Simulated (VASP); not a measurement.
# BN in VASP: a series of runs

One slab, BN, is run at these levels: optB86b-vdW, PBE+D3(BJ); tasks: relaxation of the atoms.

All numbers are computed with VASP 6.6.1; they aren't measurements. Logs are shortened: lines on timing, memory, paths and dates and some standing lists are left out, and cuts for length are marked.

## (1) The undisturbed slab

The cell holds a slab with vacuum, 8 atoms: a = 2.510 Å, b = 2.510 Å, c = 25.035 Å, α = 90.00°, β = 90.00°, γ = 120.00°.

## (2) Relaxation of the atoms, optB86b-vdW (the (0 0 1) slab of BN, cut from the database cell, not relaxed)

File INCAR:

```
SYSTEM = BN
AGGAC    = 0.0          
ALGO     = Normal         ! electronic algorithm
DIPOL    = 0.5 0.5 0.500
EDIFF    = 1E-6           ! SCF threshold, eV
EDIFFG   = -0.02          ! ionic threshold
ENCUT    = 520            ! plane-wave cutoff, eV
GGA      = MK             ! functional
IBRION   = 2              ! ionic algorithm
IDIPOL   = 3            
ISIF     = 2              ! what is computed and relaxed
ISMEAR   = 0              ! smearing method
LASPH    = .True.         ! aspherical terms in the spheres
LCHARG   = .False.        ! write CHGCAR
LDIPOL   = .True.       
LREAL    = .False.        ! projectors in reciprocal space
LUSE_VDW = .True.       
LWAVE    = .False.        ! write WAVECAR
NELM     = 100            ! most SCF steps
NSW      = 60             ! ionic steps
PARAM1   = 0.1234       
PARAM2   = 1.0          
PREC     = Accurate       ! precision mode
SIGMA    = 0.05           ! smearing width, eV
```

File KPOINTS:

```
k-points
0
Gamma
  12 12 1
  0 0 0
```

File POSCAR:

```
BN
1.0
    2.5099983704      0.0000000000      0.0000000000
   -1.2549991852      2.1737223522      0.0000000000
    0.0000000000      0.0000000000     25.0350000000
B N
4 4
Selective dynamics
Direct
    0.0000000000      0.0000000000      0.2995805872  F F F
    0.3333333333      0.6666666666      0.4331935291  F F F
    0.0000000000      0.0000000000      0.5668064709  T T T
    0.3333333333      0.6666666666      0.7004194128  T T T
    0.6666666667      0.3333333334      0.2995805872  F F F
    0.0000000000      0.0000000000      0.4331935291  F F F
    0.6666666667      0.3333333334      0.5668064709  T T T
    0.0000000000      0.0000000000      0.7004194128  T T T
```

Potentials or basis: VASP PAW PBE potentials, release 64 (B, N).

Run with:

```bash
$ cat potpaw_PBE.64/B/POTCAR potpaw_PBE.64/N/POTCAR > POTCAR
$ mpirun -np 1 vasp_std > vasp.out
```

OUTCAR:

```text
SYSTEM = BN
   EDIFF = 1E-6
   EDIFFG = -0.02
   ENCUT = 520
   GGA = MK
   IBRION = 2
   ISIF = 2
   ISMEAR = 0
   LASPH = .True.
   LREAL = .False.
   NELM = 100
   NSW = 60
   PREC = Accurate

 ion  position               nearest neighbor table
   1  0.000  0.000  0.300-   5 1.45   5 1.45   5 1.45
   2  0.333  0.667  0.433-   6 1.45   6 1.45   6 1.45
   3  0.000  0.000  0.567-   7 1.45   7 1.45   7 1.45
   4  0.333  0.667  0.700-   8 1.45   8 1.45   8 1.45
   5  0.667  0.333  0.300-   1 1.45   1 1.45   1 1.45
   6  0.000  0.000  0.433-   2 1.45   2 1.45   2 1.45
   7  0.667  0.333  0.567-   3 1.45   3 1.45   3 1.45
   8  0.000  0.000  0.700-   4 1.45   4 1.45   4 1.45

  LATTYP: Found a hexagonal cell.
 ALAT       =     2.5099983704
 C/A-ratio  =     9.9741100613

  Lattice vectors:

 A1 = (   2.5099983704,   0.0000000000,   0.0000000000)
 A2 = (  -1.2549991852,   2.1737223522,   0.0000000000)
 A3 = (   0.0000000000,   0.0000000000,  25.0350000000)

Analysis of symmetry for initial positions (statically):
=====================================================================
 Subroutine PRICEL returns:
 Original cell was already a primitive cell.

 Routine SETGRP: Setting up the symmetry group for a
 hexagonal supercell.

 Subroutine GETGRP returns: Found  6 space group operations
 (whereof  6 operations were pure point group operations)
 out of a pool of 24 trial point group operations.

The static configuration has the point symmetry C_3v.

Analysis of symmetry for dynamics (positions and initial velocities):
=====================================================================
 Subroutine PRICEL returns:
 Original cell was already a primitive cell.

 Routine SETGRP: Setting up the symmetry group for a
 hexagonal supercell.

 Subroutine GETGRP returns: Found  6 space group operations
 (whereof  6 operations were pure point group operations)
 out of a pool of 24 trial point group operations.

The dynamic configuration has the point symmetry C_3v.

Analysis of constrained symmetry for selective dynamics:
=====================================================================
 Subroutine PRICEL returns:
 Original cell was already a primitive cell.

 Routine SETGRP: Setting up the symmetry group for a
 hexagonal supercell.

 Subroutine GETGRP returns: Found  6 space group operations
 (whereof  6 operations were pure point group operations)
 out of a pool of 24 trial point group operations.

The constrained configuration has the point symmetry C_3v.

 Subroutine INISYM returns: Found  6 space group operations
 (whereof  6 operations are pure point group operations),
 and found     1 'primitive' translations

----------------------------------------------------------------------------------------

                                     Primitive cell

  volume of cell :     136.5920

  direct lattice vectors                    reciprocal lattice vectors
     2.509998370  0.000000000  0.000000000     0.398406633  0.230020177  0.000000000
    -1.254999185  2.173722352  0.000000000     0.000000000  0.460040354  0.000000000
     0.000000000  0.000000000 25.035000000     0.000000000  0.000000000  0.039944078

  length of vectors
     2.509998370  2.509998370 25.035000000     0.460040354  0.460040354  0.039944078

  position of ions in fractional coordinates (direct lattice)
     0.000000000  0.000000000  0.299580587
     0.333333333  0.666666667  0.433193529
     0.000000000  0.000000000  0.566806471
     0.333333333  0.666666667  0.700419413
     0.666666667  0.333333333  0.299580587
     0.000000000  0.000000000  0.433193529
     0.666666667  0.333333333  0.566806471
     0.000000000  0.000000000  0.700419413

  ion indices of the primitive-cell ions
   primitive index   ion index
                 1           1
                 2           2
                 3           3
                 4           4
                 5           5
                 6           6
                 7           7
                 8           8

----------------------------------------------------------------------------------------

[... 74 lines left out ...]
   NELECT =      32.0000    total number of electrons
   NUPDOWN=      -1.0000    fix difference up-down
   EMIN   =  10.00;   EMAX   =-10.00  energy-range for DOS
   EFERMI =   0.00;   METHOD = LEGACY
   ISMEAR =     0;   SIGMA  =   0.05  broadening in eV -4-tet -1-fermi 0-gaus
   EFERMI_NEDOS =   21; number of points for ismear=-14 and -15
   IALGO  =     38    algorithm
   IMIX   =      4    mixing-type and parameters
     AMIX     =   0.40;   BMIX     =  1.00
     AMIX_MAG =   1.60;   BMIX_MAG =  1.00
  volume/ion in A,a.u.               =      17.07       115.22
  Fermi-wavevector in a.u.,A,eV,Ry     =   1.009214  1.907137 13.857700  1.018512
  Thomas-Fermi vector in A             =   2.142128
   LORBIT       =      0    0 simple, 1 ext, 2 COOP (PROOUT), +10 PAW based schemes
   GGA     = MK    functional components
   LHFCALC =     F    Hartree Fock is set to
   AEXX    =    0.0000 exact exchange contribution
   IVDW_NL    =     1    kernel type
   BPARAM     = 6.3000
   IVDW    =     0    specifies the selected vdW correction
   LEPSILON=     F    determine dielectric tensor
   LRPA    =     F    only Hartree local field effects (RPA)
 conjugate gradient relaxation of ions
 non-spin polarized calculation
 Gauss-broadening in eV      SIGMA  =   0.05
  energy-cutoff  :      520.00
  volume of cell :      136.59
 maximum number of plane-waves:      3741
 NGX is ok and might be reduce to    20
   NGX =  9   NGY =  9   NGZ = 93

--------------------------------------- Ionic step        1  -------------------------------------------

 number of electron      32.0000000 magnetization

 Free energy of the ion-electron system (eV)
  ---------------------------------------------------
  ext. energy  EPLUGINS =         0.00000000
  ---------------------------------------------------
  free energy    TOTEN  =       -62.54882409 eV

  energy without entropy =      -62.54882409  energy(sigma->0) =      -62.54882409

------------------------ aborting loop because EDIFF is reached ----------------------------------------

  FORCE on cell =-STRESS in cart. coord.  units (eV):
  Direction    XX          YY          ZZ          XY          YZ          ZX
  --------------------------------------------------------------------------------------
  -------------------------------------------------------------------------------------
  Total        0.3765859      0.3765859     -0.3644831      0.0000000      0.0000000      0.0000000
  in kB        4.4172246      4.4172246     -4.2752639      0.0000000      0.0000000      0.0000000
  external PRESSURE =       1.5197284 kB  Pullay stress =       0.0000000 kB

 VOLUME and BASIS-vectors are now :
 -----------------------------------------------------------------------------
  energy-cutoff  :      520.00
  volume of cell :      136.59
      direct lattice vectors                 reciprocal lattice vectors
     2.509998370  0.000000000  0.000000000     0.398406633  0.230020177  0.000000000
    -1.254999185  2.173722352  0.000000000     0.000000000  0.460040354  0.000000000
     0.000000000  0.000000000 25.035000000     0.000000000  0.000000000  0.039944078

 POSITION                                       TOTAL-FORCE (eV/Angst)
 -----------------------------------------------------------------------------------
      0.00000      0.00000      7.50000         0.000000      0.000000      0.030624
     -0.00000      1.44915     10.84500         0.000000      0.000000      0.003098
      0.00000      0.00000     14.19000        -0.000000     -0.000000     -0.002443
     -0.00000      1.44915     17.53500        -0.000000      0.000000     -0.021187
      1.25500      0.72457      7.50000         0.000000      0.000000     -0.002940
      0.00000      0.00000     10.84500         0.000000      0.000000      0.000879
      1.25500      0.72457     14.19000         0.000000      0.000000     -0.000883
      0.00000      0.00000     17.53500         0.000000      0.000000     -0.007147
 -----------------------------------------------------------------------------------
    total drift:                               -0.000001      0.000001      0.000083

  FREE ENERGIE OF THE ION-ELECTRON SYSTEM (eV)
  ---------------------------------------------------
  free  energy   TOTEN  =       -62.5488240906 eV

  energy  without entropy=      -62.5488240906  energy(sigma->0) =      -62.54882409

Total vdW correction in eV:      5.1876731

--------------------------------------- Ionic step        2  -------------------------------------------

 number of electron      32.0000000 magnetization

 dipolmoment           0.000000      0.000000     -0.003235 electrons x Angstroem

 Free energy of the ion-electron system (eV)
  ---------------------------------------------------
  ext. energy  EPLUGINS =         0.00000000
  ---------------------------------------------------
  free energy    TOTEN  =       -62.54884518 eV

  energy without entropy =      -62.54884518  energy(sigma->0) =      -62.54884518

 E-fermi :  -1.3125     XC(G=0):  -6.0413

 val. band max:       -1.6005889658   @ k =   0.3333   0.3333   0.0000
 cond. band min:       2.7553258422   @ k =   0.5000  -0.0000   0.0000
 fundamental gap:      4.3559148080
 Fermi energy:        -1.3124565802

 k-point     1 :       0.0000    0.0000    0.0000
  band No.  band energies     occupation
      1     -19.3392      2.00000
      2     -19.2740      2.00000
      3     -19.1404      2.00000
      4     -19.0870      2.00000
      5      -7.6760      2.00000
      6      -7.2024      2.00000
[... 445 lines left out ...]
     20       3.1612      0.00000
     21       9.9714      0.00000

------------------------ aborting loop because EDIFF is reached ----------------------------------------

 vacuum level on the upper side and lower side of the slab       (xc-potential included)        -0.769        -0.642

  FORCE on cell =-STRESS in cart. coord.  units (eV):
  Direction    XX          YY          ZZ          XY          YZ          ZX
  --------------------------------------------------------------------------------------
  -------------------------------------------------------------------------------------
  Total        0.3768545      0.3768545     -0.3642941      0.0000000      0.0000000      0.0000000
  in kB        4.4203754      4.4203754     -4.2730461      0.0000000      0.0000000      0.0000000
  external PRESSURE =       1.5225683 kB  Pullay stress =       0.0000000 kB

 VOLUME and BASIS-vectors are now :
 -----------------------------------------------------------------------------
  energy-cutoff  :      520.00
  volume of cell :      136.59
      direct lattice vectors                 reciprocal lattice vectors
     2.509998370  0.000000000  0.000000000     0.398406633  0.230020177  0.000000000
    -1.254999185  2.173722352  0.000000000     0.000000000  0.460040354  0.000000000
     0.000000000  0.000000000 25.035000000     0.000000000  0.000000000  0.039944078

 POSITION                                       TOTAL-FORCE (eV/Angst)
 -----------------------------------------------------------------------------------
      0.00000      0.00000      7.50000         0.000000     -0.000000      0.030635
     -0.00000      1.44915     10.84500        -0.000000     -0.000000      0.003094
      1.25500      2.17372     14.18988        -0.000000     -0.000000     -0.001609
     -0.00000      1.44915     17.53398        -0.000000      0.000000     -0.011698
      1.25500      0.72457      7.50000        -0.000000      0.000000     -0.002936
      0.00000      0.00000     10.84500        -0.000000      0.000000      0.000884
      1.25500      0.72457     14.18996        -0.000000      0.000000     -0.001895
      0.00000      0.00000     17.53466        -0.000000      0.000000     -0.016475
 -----------------------------------------------------------------------------------
    total drift:                               -0.000001      0.000001      0.000002

  FREE ENERGIE OF THE ION-ELECTRON SYSTEM (eV)
  ---------------------------------------------------
  free  energy   TOTEN  =       -62.5488451782 eV

  energy  without entropy=      -62.5488451782  energy(sigma->0) =      -62.54884518

Total vdW correction in eV:      5.1875304

 reached required accuracy - stopping structural energy minimisation

 vacuum level on the upper side and lower side of the slab         3.514         3.632
```

It took 5.7 min on 1 thread of AMD EPYC 7R43 (Zen 3), shared host; peak memory 0.62 GiB.

Results:

```
Free energy               : -62.5488 eV
Energy gained by relaxing : 0.0 meV/atom
Ionic steps               : 2
Band gap on the k mesh    : 4.36 eV, indirect (least direct gap 4.47 eV)
```

Final structure:
```
CELL_PARAMETERS angstrom
2.51000 0.00000 0.00000
-1.25500 2.17372 0.00000
0.00000 0.00000 25.03500
ATOMIC_POSITIONS crystal
B 0.00000 0.00000 0.29958
B 0.33333 0.66667 0.43319
B 0.00000 0.00000 0.56680
B 0.33333 0.66667 0.70038
N 0.66667 0.33333 0.29958
N 0.00000 0.00000 0.43319
N 0.66667 0.33333 0.56680
N 0.00000 0.00000 0.70041
```

Caveat: the PAW data sets were made with another functional, which shifts forces and pressure a little.

## (3) Relaxation of the atoms, PBE+D3(BJ) (the (0 0 1) slab of BN, cut from the database cell, not relaxed)

File INCAR:

```
SYSTEM = BN
PREC = Accurate
ENCUT = 520
EDIFF = 1E-6
ISMEAR = 0
SIGMA = 0.05
LREAL = .FALSE.
LASPH = .TRUE.
NELM = 60
ALGO = Normal
ISIF = 2
LWAVE = .FALSE.
LCHARG = .FALSE.
LDIPOL = .TRUE.
IDIPOL = 3
DIPOL = 0.5 0.5 0.500
GGA = PE
IVDW = 12
IBRION = 2
NSW = 60
EDIFFG = -0.01
```

File KPOINTS:

```
regular mesh
0
G
  12 12 1
  0 0 0
```

POSCAR is that of step 2.

Potentials or basis: VASP PAW PBE potentials, release 64 (B, N).

Run with:

```bash
$ cat potpaw_PBE.64/B/POTCAR potpaw_PBE.64/N/POTCAR > POTCAR
$ mpirun -np 1 vasp_std > vasp.out
```

Run time: 2.1 min. Hardware: 1 thread of AMD EPYC 7R43 (Zen 3), shared host; peak memory 0.24 GiB.

Results (log left out):

| Property | Result |
| --- | --- |
| Free energy | -71.3185 eV |
| Energy gained by relaxing | 0.0 meV/atom |
| Ionic steps | 2 |
| Band gap on the k mesh | 4.37 eV, indirect (least direct gap 4.47 eV) |
| Dispersion energy per atom | -0.122 eV |

Final structure:
```
CELL_PARAMETERS angstrom
2.51000 0.00000 0.00000
-1.25500 2.17372 0.00000
0.00000 0.00000 25.03500
ATOMIC_POSITIONS crystal
B 0.00000 0.00000 0.29958
B 0.33333 0.66667 0.43319
B 0.00000 0.00000 0.56680
B 0.33333 0.66667 0.70039
N 0.66667 0.33333 0.29958
N 0.00000 0.00000 0.43319
N 0.66667 0.33333 0.56680
N 0.00000 0.00000 0.70044
```

Levels at points of the mesh, in eV from the valence-band top:
| k point | band 14 | band 15 | band 16 | band 17 | band 18 | band 19 |
| --- | --- | --- | --- | --- | --- | --- |
| (0.00, 0.00, 0.00) | -1.35 | -1.33 | -1.33 | 4.82 | 5.03 | 5.82 |
| (0.50, 0.00, 0.00) | -1.07 | -0.86 | -0.75 | 4.37 | 4.53 | 4.87 |
